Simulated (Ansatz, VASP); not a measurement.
**Bi in VASP and in Ansatz**

The input INCAR:

```
SYSTEM = Bi
  ALGO = Normal
  EDIFF = 1E-6
  ENCUT = 520
  GGA = PE
  ISIF = 2
  ISMEAR = 0
  IVDW = 12
  LASPH = .TRUE.
  LCHARG = .TRUE.
  LELF = .TRUE.
  LREAL = .FALSE.
  LVHAR = .TRUE.
  LWAVE = .FALSE.
  NBANDS = 14
  NELM = 100
  PREC = Accurate
  SIGMA = 0.15
```

Contents of KPOINTS:

```
k-points
0
G
  18 18 18
  0 0 0
```

The input POSCAR:

```
Bi
1.0
   -1.9594689906      1.9594689906      1.9594689906
    1.9594689906     -1.9594689906      1.9594689906
    1.9594689906      1.9594689906     -1.9594689906
Bi
1
Direct
    0.0000000000      0.0000000000      0.0000000000
```

Input for Ansatz:

```yaml
crystal:
  lattice:
    - [-1.9594689906, 1.9594689906, 1.9594689906]
    - [1.9594689906, -1.9594689906, 1.9594689906]
    - [1.9594689906, 1.9594689906, -1.9594689906]
  atoms:
    - { symbol: Bi, position: [0.0, 0.0, 0.0] }
basis:
  ecutwfc: 420
kpoints:
  mp_grid: { grid: [18, 18, 18] }
hamiltonian:
  xc: pbe
  dispersion: d3bj
scf:
  occupations: { method: gaussian, width: 0.15 }
output:
  forces: true
  stress: true
  eigenvalues: true
  write_density: true
  write_potential: true
  elf: true
  volumetric_format: npy
```

This isn't the form of Bi at room conditions, which is rhombohedral.

Alike in both runs: task single point; functional PBE; dispersion D3(BJ); k mesh 18 × 18 × 18; occupations gaussian, width 0.15 eV; no spin polarisation.

```csv
,VASP,Ansatz
version,VASP 6.6.1,Ansatz 0.2.0
potentials or method,"VASP PAW PBE potentials, release 64 (Bi_d)","scalar-relativistic, plane waves, PAW"
plane-wave cutoff (eV),520,420
valence electrons in the cell,15,15
```

|  | VASP | Ansatz | Ansatz less VASP |
| --- | --- | --- | --- |
| gap on the k mesh at the Fermi level (eV) | none | none | - |
| pressure (GPa) | 0.1 | 0.1 | +0.04 |

A gap of «none» marks a metal or a gap that the smearing closes. With one functional, cell and mesh, what is left measures potentials, basis and numerics.

Caveats: spin-orbit coupling is left out, which moves the levels of the heavy elements; pairwise dispersion overbinds metals, which lowers pressure and volume.
